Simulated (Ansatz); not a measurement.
The elements of this relaxed trial crystal are hidden behind letters.

```
lattice vectors (Å)
  -2.4731    2.4731    3.4598
   2.4731   -2.4731    3.4598
   2.4731    2.4731   -3.4598
fractional positions
X 0.7108 0.7108 0.0000
X 0.5000 0.0000 0.5000
X 0.0000 0.5000 0.5000
X 0.2892 0.2892 0.0000
Z 0.0000 0.0000 0.0000
```

Computed with DFT PBE, scalar-relativistic, plane waves, PAW (Ansatz). Settings of the last relaxation (5-atom cell): 420 eV, 12×12×12 k points, Gaussian smearing of 0.10 eV, no spin polarisation.

- Space group: I4/mmm (No. 139)
- Conventional cell: a = 4.946 Å, c = 6.920 Å
- Volume per atom: 16.93 Å³
- Density: 5.79 g/cm³
- Energy over the elements: −0.32 eV/atom
- Gap on the 12×12×12 mesh of the 5-atom cell: 0 eV (a metal)

Energies are uncorrected and count from the elements' standard states at the same level.

Question: X is a p-block element of period 4 and Z is a p-block element of period 2. Which elements are they?

Answer: X = Ga, Z = O, so the formula is Ga4O. Density times volume gives a mean mass of 5.79 × 16.93/1.6605 = 59.0 u per atom, and this set has 59.0 u. Among the elements that the hints allow, noble gases aside, only these give it. Ga on a site of symmetry 4mm has 1 O at 2.00 Å, 5 Ga at 2.87–2.92 Å and 4 Ga at 3.18 Å; Ga on a site of symmetry mmm is surrounded by 2 O at 2.47 Å, 4 Ga at 2.87 Å and 4 Ga at 3.18 Å; around O lie 2 Ga at 2.00 Å and 4 Ga at 2.47 Å.

Symmetry constrained the relaxation, so the result can be a saddle point.
